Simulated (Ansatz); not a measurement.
Runs of Ansatz 0.2.0 on ZrS2. It takes space group P-3m1 (No. 164, trigonal). The conventional cell has a = 3.691 Å, b = 3.691 Å, c = 6.041 Å, α = 90.00°, β = 90.00°, γ = 120.00°. Around Zr (site symmetry -3m) lie 6 S at 2.57 Å. Around S (site symmetry 3m) lie 3 Zr at 2.57 Å. The cell is a database's computed one.

```tsv
task	level	potentials or basis	cutoff (eV)	smearing	broadening	points for each segment of the path	gap on the mesh (eV)	pressure (GPa)	largest force (eV/Å)
optical spectrum	RPBE+D3(BJ)	JTH PAW	990	gaussian 0.1 eV	0.1 eV	-	1.11	-	-
band structure	PBE	Ansatz PAW earlier set	580	fermi-dirac 0.05 eV	-	14	1.05	0.5	0.05
single point	PBE	Ansatz PAW soft_1	420	fermi-dirac 0.05 eV	-	-	1.05	0.5	0.05
band structure	PBE	JTH PAW	990	fermi-dirac 0.05 eV	-	14	1.05	(a)	0.03
```

Alike in all rows: no spin polarisation; cell as given; k mesh 8 × 8 × 5.

Question: Estimate the missing entries.

Answer: (a) 0.4.

Caveats: this functional lacks dispersion, which binds the layers, so the pressure and a relaxed spacing across them are unreliable (some runs); odd divisions of the mesh miss points on the zone boundary, where band edges often lie, so the gap on the mesh can be too wide (some runs); the potentials were made for another functional, which shifts forces and pressure (some runs).

A k mesh can miss the band edges, and the runs leave out spin-orbit coupling on Zr.

Not every run made on this cell is shown here.
